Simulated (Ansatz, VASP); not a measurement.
## Cl: VASP beside Ansatz

The input INCAR:

```
SYSTEM = Cl
PREC = Accurate ; ENCUT = 520
EDIFF = 1E-6 ; ISMEAR = -1
SIGMA = 0.1 ; LREAL = .FALSE.
LASPH = .TRUE. ; NELM = 80
ALGO = Normal ; ISIF = 2
LWAVE = .FALSE. ; LCHARG = .FALSE.
GGA = CA ; NBANDS = 14
```

KPOINTS

```
Automatic mesh
0
G
  15 15 8
  0 0 0
```

File POSCAR:

```
Cl
1.0
    2.6667772174      0.0000000000      0.0000000000
   -1.3333886087      2.3094968165      0.0000000000
    0.0000000000      0.0000000000      3.7966167569
Cl
2
Direct
    0.3333333333      0.6666666667      0.2500000000
    0.6666666667      0.3333333333      0.7500000000
```

Input for Ansatz:

```yaml
crystal:
  lattice:
    - [2.6667772174, 0.0, 0.0]
    - [-1.3333886087, 2.3094968165, 0.0]
    - [0.0, 0.0, 3.7966167569]
  atoms:
    - { symbol: Cl, position: [0.3333333333, 0.6666666667, 0.25] }
    - { symbol: Cl, position: [0.6666666667, 0.3333333333, 0.75] }
kpoints:
  mp_grid: { grid: [15, 15, 8] }
scf:
  occupations: { method: fermi_dirac, width: 0.1 }
hamiltonian:
  xc: lda
  pseudopotentials: { kind: all_electron, lapw: { basis_error: 0.001 } }
output:
  forces: true
  stress: true
  eigenvalues: true
  populations: true
```

Change from the starting cell: volume scaled by 0.6, LAPW.

Alike in both runs: task single point; functional LDA; k mesh 15 × 15 × 8; occupations fermi-dirac, width 0.1 eV; no spin polarisation.

|  | VASP | Ansatz |
| --- | --- | --- |
| version | VASP 6.6.1 | Ansatz 0.2.0 |
| potentials or method | VASP PAW LDA potentials, release 64 (Cl) | all-electron LAPW, scalar-relativistic |
| plane-wave cutoff (eV) | 520 | see its input |

|  | VASP | Ansatz | Ansatz less VASP |
| --- | --- | --- | --- |
| pressure (GPa) | 71.3 | 71.7 | +0.37 |
| largest component of the traceless stress (GPa) | 0.22 | 0.22 | +0.006 |

Ansatz ran all-electron here, so the differences hold the error of VASP's frozen core and of both bases.

Caveats: the cell as given lies far from equilibrium; so large a pressure means that the cell lies far from this level's equilibrium, or that cutoff or potentials fall short (VASP).
